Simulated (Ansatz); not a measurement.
Runs of Ansatz 0.2.0 on CuAu. It takes space group R-3m (No. 166, trigonal). Conventional cell: a = 2.886 Å, b = 2.886 Å, c = 12.769 Å, α = 90.00°, β = 90.00°, γ = 120.00°. Au (site symmetry -3m) has 6 Cu at 2.70 Å and 6 Au at 2.89 Å as nearest neighbours. Cu (site symmetry -3m) is surrounded by 6 Au at 2.70 Å and 6 Cu at 2.89 Å. The cell comes from a database or a generator and needn't be the stable form of this composition.

| level | cutoff (eV) | gap on the mesh (eV) | pressure (GPa) | relaxed volume (Å³/atom) |
| --- | --- | --- | --- | --- |
| BLYP | 420 | none | 0.0 | 16.56 |
| revPBE | 420 | none | 0.0 | 15.62 |
| r2SCAN | 500 | none | 0.0 | 14.81 |
| LDA | 420 | none | 0.0 | 14.05 |
| PBE | 420 | none | 0.0 | 15.28 |
| RPBE | 420 | none | 0.0 | (a) |
| PBEsol | 420 | none | 0.0 | (b) |

Alike in all rows: task relaxation of cell and atoms; potentials or basis Ansatz PAW; no spin polarisation; cell relaxed; k mesh 11 × 11 × 11; smearing fermi-dirac 0.05 eV.

Q: Fill in the values left out.

A: (a) 15.76; (b) 14.48.

Caveats: the plane-wave basis is chosen anew once the cell has moved, so the energies of steps on either side of that aren't comparable; the PAW data sets come from PBE, with cores solved anew for the run's functional, which leaves a small shift of forces and pressure (some runs).

A k mesh can miss the band edges, and the runs leave out spin-orbit coupling on Au.

A gap of «none» marks a metal or a gap under the smearing width.
